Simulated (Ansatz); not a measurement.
# Piezoelectric tensor of AlN at 22 GPa (stress–strain coefficients)

Theory: DFT PBE, scalar-relativistic, plane waves, PAW (Ansatz). Plane waves to 420 eV; Γ-centred k mesh 10×10×10; fixed occupations. No spin polarisation.

The cell, relaxed at 22 GPa:
```
CELL_PARAMETERS angstrom
0.00000 2.13301 2.13301
2.13301 0.00000 2.13301
2.13301 2.13301 0.00000
ATOMIC_POSITIONS crystal
Al 0.00000 0.00000 0.00000
N 0.75000 0.75000 0.75000
```

Other phases may be more stable at this pressure.

Problem. Give the relaxed-ion proper piezoelectric stress tensor e_iJ (C/m², Voigt columns xx yy zz yz xz xy).

Solution.
```
x    0.00  0.00  0.00 -0.96  0.00  0.00
y    0.00  0.00  0.00  0.00 -0.96  0.00
z    0.00  0.00  0.00  0.00  0.00 -0.96
```
Signs follow the orientation of the cell as given.

Problem. With the elastic constants (GPa, Voigt order)
```
354.1 234.3 234.3   0.0   0.0   0.0
234.3 354.1 234.3   0.0   0.0   0.0
234.3 234.3 354.1   0.0   0.0   0.0
  0.0   0.0   0.0 194.3   0.0   0.0
  0.0   0.0   0.0   0.0 194.3   0.0
  0.0   0.0   0.0   0.0   0.0 194.3
```
find the strain coefficients d = e·C⁻¹ (pC/N).

Solution.
```
x    0.00  0.00  0.00 -4.94  0.00  0.00
y    0.00  0.00  0.00  0.00 -4.94  0.00
z    0.00  0.00  0.00  0.00  0.00 -4.94
```

This zinc-blende form isn't the usual stable structure of the compound at low pressure.

Cost: 1 run of about 0.28 core-minutes, on AMD EPYC 9R45 (Zen 5) (shared hosts).